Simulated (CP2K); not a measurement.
## BaTe under changes of volume

One of the cells (39.652 Å³/atom); the others are scaled copies at fixed shape and fractional positions:

```xyz
2
Lattice="4.8225 0.0000 0.0000 2.4112 4.1764 0.0000 2.4112 1.3921 3.9375" Properties=species:S:1:pos:R:3 pbc="T T T"
Ba    0.0000    0.0000    0.0000
Te    4.8225    2.7843    1.9688
```

```yaml
Program: CP2K 2026.2
Functional: LDA
Potentials_or_basis: GTH_POTENTIALS Ba GTH-PADE-q10, Te GTH-PADE-q6; TZVP-MOLOPT-PBE-GTH basis
Density_cutoff: 6123 eV
k_mesh: 7 × 7 × 7
Occupations: fermi-dirac, width 0.0259 eV
Spin: no spin polarisation
```

| volume (Å³/atom) | energy over the lowest point (meV/atom) | pressure (GPa) | gap on the mesh (eV) |
| --- | --- | --- | --- |
| 37.273 | ? | ? | ? |
| 38.066 | 21.99 | 2.8 | 1.20 |
| 38.859 | 10.46 | 1.9 | 1.25 |
| 39.652 | 3.28 | 1.0 | 1.30 |
| 40.445 | 0.00 | 0.3 | 1.35 |
| 41.238 | 0.24 | -0.4 | 1.39 |
| 42.031 | 3.64 | -1.0 | 1.43 |

**Question.** What does the run at 37.273 Å³/atom give?

**Answer.** Energy over the lowest point 38.36 meV/atom; pressure 3.8 GPa; gap on the mesh 1.14 eV.

Worked out: A Birch-Murnaghan fit of order 3 (a polynomial in V^(-2/3)) to the other rows has its minimum at 40.78 Å³/atom with B0 = V·E''(V) = 35 GPa and B' = 4.4. It gives 38.35 meV/atom at 37.273 Å³/atom, against the run's 38.36, and -dE/dV = 3.8 GPa, against 3.8. A straight line through the other rows of the gap, of slope 2.34 eV per unit of ln V, extrapolates to 1.15 eV, against the run's 1.14.

Energies are extrapolated to zero smearing.

Caveats: spin-orbit coupling is left out, which moves the levels of the heavy elements; an odd mesh through Γ misses points on the zone boundary, where band edges often lie; the basis of atomic orbitals isn't converged, which shifts pressures, moduli and gaps.
